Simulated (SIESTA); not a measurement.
Crystal: MnO.

```
Mn O
1.0
     1.73397   -2.93315    0.00000
     1.73397    2.93315    0.00000
     0.00000    0.00000    5.47316
Mn O
2 2
Direct
  0.82505 0.17495 0.99765
  0.17495 0.82505 0.49765
  0.83766 0.16234 0.61592
  0.16234 0.83766 0.11592
```

The cell comes from a database or a generator and needn't be the stable form of this composition.

- Program: SIESTA 5.4.2
- Task: single point
- Functional: PBEsol
- Potentials or basis: PseudoDojo 0.4 standard (PBEsol files)
- Basis: DZP (energy shift 0.003 Ry; two zetas on semicore shells)
- Grid cutoff: 800 Ry
- Energy shift: 0.003 Ry
- k mesh: 9 × 9 × 5
- Occupations: fermi-dirac, width 0.05 eV
- Spin: collinear spin, ferromagnetic start
- Starting moments: [4.0, 4.0, 0.0, 0.0] μB

On this cell: pressure -4.4 GPa; largest force 0.064 eV/Å; net moment 10.00 μB per cell; site moments Mn +4.80; O +0.19 μB; band gap on the k mesh none (metal or under the smearing width).

The same run follows on a disturbed copy (atoms moved at random, drawn with an rms of 0.05 Å):

```
Mn O
1.0
     1.73397   -2.93315    0.00000
     1.73397    2.93315    0.00000
     0.00000    0.00000    5.47316
Mn O
2 2
Direct
  0.82213 0.18231 0.00515
  0.16630 0.81949 0.49592
  0.84224 0.16287 0.60503
  0.15892 0.83945 0.11632
```

**Question.** What changes?

**Answer.** The energy (extrapolated to zero smearing) moves by +7.2 meV/atom; pressure -4.2 GPa; largest force 0.457 eV/Å; net moment 10.00 μB per cell; site moments Mn +4.82, +4.78; O +0.19, +0.20 μB; band gap on the k mesh none (metal or under the smearing width).

Forces on the atoms (eV/Å):
```
Mn  -0.085 -0.140 -0.416
Mn   0.180 -0.061  0.230
O   -0.166  0.184  0.384
O    0.070  0.016 -0.199
```

Stress tensor (GPa, compression positive):
```
-3.84  0.70 -0.15
 0.70 -2.75  0.22
-0.15  0.22 -5.98
```

Caveats: short orbitals over semicore shells can move pressures by several GPa; the basis of atomic orbitals isn't converged, which shifts pressures, moduli and gaps; semilocal functionals often make such compounds metallic where correlation or magnetic order opens a gap, which also shifts bond lengths; only a ferromagnetic start was run, and an antiferromagnetic order may lie lower in energy.
